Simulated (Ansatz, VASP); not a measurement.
**One calculation of Ir, two programs**

File INCAR:

```
PREC     = Accurate       # precision mode
ENCUT    = 520            # plane-wave cutoff, eV
EDIFF    = 1E-7           # SCF threshold, eV
ISMEAR   = -1             # smearing method
SIGMA    = 0.08           # smearing width, eV
LREAL    = False          # projectors in reciprocal space
LASPH    = True           # aspherical terms in the spheres
NELM     = 60             # most SCF steps
ALGO     = Normal         # electronic algorithm
ISIF     = 2              # what is computed and relaxed
LWAVE    = False          # write WAVECAR
LCHARG   = False          # write CHGCAR
GGA      = PE             # functional
NBANDS   = 10             # bands
```

Contents of KPOINTS:

```
regular mesh
0
Gamma
  17 17 17
```

The input POSCAR:

```
Ir
1.0
    2.5709103720      0.0000000000      0.0000000000
    0.0000000000      2.5709103720      0.0000000000
    0.0000000000      0.0000000000      2.5709103720
Ir
1
Direct
    0.0000000000      0.0000000000      0.0000000000
```

Input for Ansatz:

```yaml
crystal:
  lattice:
    - [2.570910372, 0.0, 0.0]
    - [0.0, 2.570910372, 0.0]
    - [0.0, 0.0, 2.570910372]
  atoms:
    - { symbol: Ir, position: [0.0, 0.0, 0.0] }
kpoints:
  mp_grid: { grid: [17, 17, 17] }
scf:
  occupations: { method: fermi_dirac, width: 0.08 }
hamiltonian:
  xc: pbe
  pseudopotentials: { kind: nc }
output:
  forces: true
  stress: true
  eigenvalues: true
```

Change from the starting cell: volume scaled by 1, norm-conserving files.

Alike in both runs: task single point; functional PBE; k mesh 17 × 17 × 17; occupations fermi-dirac, width 0.08 eV; no spin polarisation.

|  | VASP | Ansatz |
| --- | --- | --- |
| version | VASP 6.6.1 | Ansatz 0.2.0 |
| potentials or method | VASP PAW PBE potentials, release 64 (Ir) | norm-conserving pseudopotentials, scalar-relativistic |
| plane-wave cutoff (eV) | 520 | 925 |
| valence electrons in the cell | 9 | 17 |

```csv
,VASP,Ansatz,Ansatz less VASP
pressure (GPa),0.1,0.1,-0.04
```

The two sets of potentials don't hold the same shells in valence.

Spin-orbit coupling is left out, which matters for the levels of Ir.
